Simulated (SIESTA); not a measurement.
CuO:

```
Cu O
1.0
     3.17550    0.00000    0.00000
     0.00000    3.17550    0.00000
     0.00000    0.00000    4.64953
Cu O
2 2
Direct
  0.00000 0.00000 0.00000
  0.50000 0.50000 0.00000
  0.50000 0.00000 0.26700
  0.00000 0.50000 0.73300
```

The cell was built by a generator and needn't be a form met in nature.

```yaml
Program: SIESTA 5.4.2
Task: relaxation of cell and atoms
Functional: PBE
Potentials_or_basis: PseudoDojo 0.4 standard (PBE files)
Basis: DZP (energy shift 0.003 Ry; two zetas on semicore shells)
Grid_cutoff: 800 Ry
Energy_shift: 0.003 Ry
k_mesh: 6 × 6 × 4
Occupations: fermi-dirac, width 0.05 eV
Spin: no spin polarisation
```

At the start: pressure 19.0 GPa; volume 11.72 Å³/atom.

**Question.** Where does the relaxation end?

**Answer.** Over 24 steps the energy falls by 716.2 meV/atom and the volume is 12.82 Å³/atom (+9.4 %); space group P4/nmm (No. 129, to 0.05 Å).

The path:
```csv
step,energy change (eV),largest force (eV/Å),pressure (GPa),volume (Å³)
1,0.0000,0.5227,19.03,46.88
2,-0.1695,0.6119,16.41,47.59
3,-0.9179,1.0325,4.70,51.79
4,-1.3703,1.3678,-3.02,56.20
5,-1.5761,1.3859,-8.22,60.70
6,-1.6529,1.2570,-7.96,61.05
7,-2.0615,0.9407,-3.57,60.47
8,-2.5288,1.0403,-4.04,61.03
9,-2.7252,0.4246,-6.31,61.25
10,-2.8104,0.2073,-2.95,59.37
11,-2.8372,0.0339,-0.02,57.83
12,-2.8404,0.0041,-0.16,57.65
13,-2.8421,0.0148,-0.28,57.41
14,-2.8427,0.0192,-0.25,57.22
15,-2.8438,0.0169,-0.26,56.86
16,-2.8500,0.0014,-1.21,54.77
17,-2.8471,0.0272,-3.27,52.70
18,-2.8514,0.0084,-1.48,54.01
19,-2.8535,0.0150,-1.52,53.55
20,-2.8583,0.1051,-1.19,50.64
21,-2.8618,0.0260,-0.70,52.23
22,-2.8641,0.0146,-0.39,51.65
23,-2.8646,0.0178,0.07,50.94
24,-2.8649,0.0037,-0.05,51.28
```

Final structure:
```cif
data_structure
_symmetry_space_group_name_H-M 'P 1'
_symmetry_Int_Tables_number 1
_cell_length_a 3.9067
_cell_length_b 3.9067
_cell_length_c 3.3596
_cell_angle_alpha 90.000
_cell_angle_beta 90.000
_cell_angle_gamma 90.000
_cell_volume 51.28
loop_
_atom_site_label
_atom_site_type_symbol
_atom_site_fract_x
_atom_site_fract_y
_atom_site_fract_z
_atom_site_occupancy
Cu1 Cu 0.00000 0.00000 0.00000 1
Cu2 Cu 0.50000 0.50000 0.00000 1
O1 O 0.50000 0.00000 0.93895 1
O2 O 0.00000 0.50000 0.06105 1
```

Caveat: short orbitals over semicore shells can move pressures by several GPa; the basis of atomic orbitals isn't converged, which shifts pressures, moduli and gaps; the run has no spin polarisation, though such a crystal can be magnetic.
